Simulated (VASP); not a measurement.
Wanted: the native input for a VASP 6.6.1 run.

* Task: single point
* Functional: LDA
* Potentials or basis: VASP PAW LDA potentials, release 64 (K_sv, I)
* Cutoff: 520 eV
* k mesh: 3 × 3 × 3
* Occupations: gaussian, width 0.01 eV
* Spin: no spin polarisation
* Dipole correction: no
* Further INCAR settings: ALGO = Fast; EDIFF = 1e-06; NBANDS = 15

The structure of KI lies in POSCAR:

```
KI
1.0
    4.4624600000      0.0250100000     -0.0444200000
    0.0250100000      4.3914300000     -0.0060400000
   -0.0444200000     -0.0060400000      4.3889700000
K I
1 1
Direct
    0.9910500000      0.0071400000      0.0102100000
    0.5068600000      0.4992700000      0.5059900000
```

The cell comes from a database or a generator and needn't be the stable form of this composition.

One way to write it, as run:

INCAR

```
SYSTEM = KI
  ALGO = Fast
  EDIFF = 1E-6
  ENCUT = 520
  GGA = CA
  ISIF = 2
  ISMEAR = 0
  LASPH = .True.
  LCHARG = .False.
  LREAL = .False.
  LWAVE = .False.
  NBANDS = 15
  NELM = 100
  PREC = Accurate
  SIGMA = 0.01
```

KPOINTS

```
k-points
0
Gamma
  3 3 3
  0 0 0
```

Potentials or basis: VASP PAW LDA potentials, release 64 (K_sv, I).

Launch:

```bash
$ cat potpaw_LDA.64/K_sv/POTCAR potpaw_LDA.64/I/POTCAR > POTCAR
$ mpirun -np 1 vasp_std > vasp.out
```

It gave:

```json
{
 "Pressure": "-2.1 GPa",
 "Largest force": "0.005 eV/Å",
 "Band gap on the k mesh": "2.87 eV, indirect (least direct gap 3.07 eV)"
}
```

Caveat: the k mesh is coarse (spacing up to 0.48 Å⁻¹), so the values aren't converged; spin-orbit coupling is left out, which moves the levels of the heavy elements; an odd mesh through Γ misses points on the zone boundary, where band edges often lie.

Run time: 26 s on 1 thread of Intel(R) Xeon(R) Platinum 8175M CPU @ 2.50GHz (Skylake/Cascade Lake), with other jobs on the host, peak memory 0.17 GiB.
